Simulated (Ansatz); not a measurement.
# TiCo under changes of volume

One of the cells (13.313 Å³/atom); the others are scaled copies at fixed shape and fractional positions:

```
CELL_PARAMETERS angstrom
2.98611 0.00000 0.00000
0.00000 2.98611 0.00000
0.00000 0.00000 2.98611
ATOMIC_POSITIONS crystal
Co 0.50000 0.50000 0.50000
Ti 0.00000 0.00000 0.00000
```

The cell comes from a database or a generator and needn't be the stable form of this composition.

```yaml
Program: Ansatz 0.2.0
Functional: PBE
Potentials_or_basis: SG15 NC
Cutoff: 1225 eV
Density_cutoff: 4898 eV
k_mesh: 9 × 9 × 9
Occupations: fermi-dirac, width 0.05 eV
Spin: collinear spin, antiferromagnetic start
Starting_moments: "[2.0, -1.0] μB"
```

```csv
volume (Å³/atom),energy over the lowest point (meV/atom),pressure (GPa),moment (μB per cell)
12.515,?,?,?
12.781,11.23,7.1,0.76
13.047,2.64,3.3,0.80
13.313,0.00,-0.1,0.83
13.580,2.79,-3.1,0.85
13.846,10.48,-5.9,0.86
14.112,22.53,-8.4,0.87
```

What does the run at 12.515 Å³/atom give?

Energy over the lowest point 26.32 meV/atom; pressure 11.3 GPa; moment 0.71 μB per cell.

Worked out: A Birch-Murnaghan fit of order 3 (a polynomial in V^(-2/3)) to the other rows has its minimum at 13.30 Å³/atom with B0 = V·E''(V) = 163 GPa and B' = 4.1. It gives 26.46 meV/atom at 12.515 Å³/atom, against the run's 26.32, and -dE/dV = 11.3 GPa, against 11.3. A parabola through the other rows of the moment, of slope 0.188 μB per Å³/atom there, extrapolates to 0.72 μB, against the run's 0.71.

Energies are extrapolated to zero smearing.
